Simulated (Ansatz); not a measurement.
# Leakage through MgO between Cr(100) and Cr(100): one more thickness

The current through thinner MgO barriers is known. What leaks through 5 layers at 0.25 V?

Set-up. Ansatz 0.2.0, plane waves with PAW datasets, PBE; a slab with two metal leads whose outer parts are reservoirs, with density and current solved under bias (Landauer, 300 K). The MgO is strained to the lead's lattice, the interfaces are relaxed in a short slab (PBE+D3(BJ)), and bulk layers are laid on.

Results; the value marked ? is to be predicted:

```
layers of MgO  cell length (Å)  drop between the leads' cuts at 0.25 V (V)  current density at 0.25 V (A/m²)
            1            59.37                                       0.215                         3.15×10¹³
            2            61.54                                       0.247                         1.57×10¹²
            3            63.70                                       0.249                         1.07×10¹¹
            4            65.85                                       0.249                          5.26×10⁹
            5            68.00                                       0.249                                 ?
```

Worked fit:

Deep in a barrier the current should fall by a fixed factor for each layer; the steps shown give 20, 15 and 20 per layer. A straight line through ln J for 2, 3 and 4 layers has the slope −2.849 per layer, a factor of 17; with about 2.16 Å per layer that is β = 1.3 Å⁻¹. Then J = exp(33.832 − 2.849 × 5). Predicted: 3.21×10⁸ A/m².

What the run gave:

3.59×10⁸ A/m², so the prediction is 11 % too low. From 4 to 5 layers the current falls by 15 per layer, against the fitted 17.

Caveats: On every other k-point the currents of these runs, at any bias, move by up to 24 %. A semilocal functional makes the barrier's gap too small; each thickness has its own relaxed interfaces. Cr ran without spin polarisation, though it orders magnetically.

[Logs are printed without paths, hosts, clocks, repeated set-up lines and the standing remarks that a program may print on its own settings, such as how far it seeks lower states.]
